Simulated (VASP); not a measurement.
Crystal: Si.

```
Si
1.0
     0.00000   -2.71547   -2.71547
     2.71547    0.00000   -2.71547
     2.71547   -2.71547    0.00000
Si
2
Direct
  0.00000 0.00000 0.00000
  0.75000 0.75000 0.75000
```

| Quantity | Value |
| --- | --- |
| Program | VASP 6.6.1 |
| Task | relaxation of cell and atoms |
| Functional | PBE |
| Potentials or basis | VASP PAW PBE potentials, release 64 (Si) |
| Cutoff | 600 eV |
| k mesh | 10 × 10 × 10 |
| Occupations | gaussian, width 0.02 eV |
| Spin | no spin polarisation |

At the start: pressure 1.9 GPa; volume 20.02 Å³/atom.

How do energy, volume and symmetry change on relaxing?

Over 3 steps the energy falls by 2.5 meV/atom and the volume is 20.44 Å³/atom (+2.1 %); space group Fd-3m (No. 227, to 0.05 Å).

Step by step:
| step | energy change (eV) | largest force (eV/Å) | pressure (GPa) | volume (Å³) |
| --- | --- | --- | --- | --- |
| 1 | 0.0000 | 0.0000 | 1.93 | 40.05 |
| 2 | -0.0028 | 0.0000 | -1.21 | 41.46 |
| 3 | -0.0050 | 0.0000 | 0.01 | 40.89 |

Final structure:
```
Si
1.0
     0.00000   -2.73432   -2.73432
     2.73432    0.00000   -2.73432
     2.73432   -2.73432    0.00000
Si
2
Direct
  0.00000 0.00000 0.00000
  0.75000 0.75000 0.75000
```
